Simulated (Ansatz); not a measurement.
## Phases of AlN at 180 GPa

Structure types of AlN are relaxed in primitive cells with their symmetry kept at 180 GPa, on PAW files; LAPW relaxes the small cells further and takes the PAW cell for the others (marked *). The enthalpy is E + pV at zero temperature, without zero-point motion. Only the types listed were tried, and differences under about 5 meV/atom are mesh noise. The real phase may be another.

All numbers are PBE results (scalar-relativistic) from Ansatz 0.2.0, with Fermi–Dirac smearing of 0.08 eV, no spin polarisation. Methods: LAPW: all electrons, basis error target 0.5 meV/atom; PAW: frozen-core files, cutoff 420 eV.

k meshes: rocksalt 17×17×17, CsCl 16×16×16, zincblende 17×17×17, wurtzite 13×13×7, NiAs 13×13×7.

| start type | ends as | a, b, c (Å) | V (Å³/atom) | H − H(lowest), LAPW (meV/atom) |
| --- | --- | --- | --- | --- |
| rocksalt | rocksalt, Fm-3m | 3.614, 3.614, 3.614 | 5.90 | 0.0 |
| CsCl | CsCl, Pm-3m | 2.280, 2.280, 2.280 | 5.93 | 1719.0 |
| zincblende | zincblende, F-43m | 3.828, 3.828, 3.828 | 7.01 | ? |
| wurtzite* | flat h-MgO, P6_3/mmc | 2.922, 2.922, 3.593 | 6.64 | 1060.7 |
| NiAs* | NiAs, P6_3/mmc | 2.512, 2.512, 4.374 | 5.98 | ? |

Problem. Fill in "H − H(lowest), LAPW (meV/atom)" for the row "NiAs*".

Solution. 283.7.

Problem. What belongs in the row "zincblende", column "H − H(lowest), LAPW (meV/atom)"?

Solution. 1505.8.
